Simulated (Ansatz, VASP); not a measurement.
C: VASP beside Ansatz

```
C
1.0
     3.57471    0.00000    0.00000
     0.00000    3.57471    0.00000
     0.00000    0.00000    4.33518
C
8
Cartesian
  2.8055 1.7874 0.7872
  1.7874 2.8055 2.9548
  1.7874 0.7692 2.9548
  2.8055 1.7874 3.5480
  0.7692 1.7874 3.5480
  0.7692 1.7874 0.7872
  1.7874 2.8055 1.3804
  1.7874 0.7692 1.3804
```

Alike in both runs: task relaxation of cell and atoms; functional PBE; k mesh 8 × 8 × 6; occupations gaussian, width 0.02 eV; no spin polarisation.

|  | VASP | Ansatz |
| --- | --- | --- |
| version | VASP 6.6.1 | Ansatz 0.2.0 |
| potentials or method | VASP PAW PBE potentials, release 64 (C) | scalar-relativistic, plane waves, PAW |
| plane-wave cutoff (eV) | 600 | 420 |
| valence electrons in the cell | 32 | 32 |

|  | VASP | Ansatz | Ansatz less VASP |
| --- | --- | --- | --- |
| gap on the k mesh at the Fermi level, each at its own relaxed structure (eV) | 1.73 | 1.74 | +0.015 |
| relaxed volume (Å³/atom) | 6.92 | 6.92 | -0.001 |
| relaxed cell length with the largest relative difference (Å) | 3.574 | 3.574 | -0.0002 |
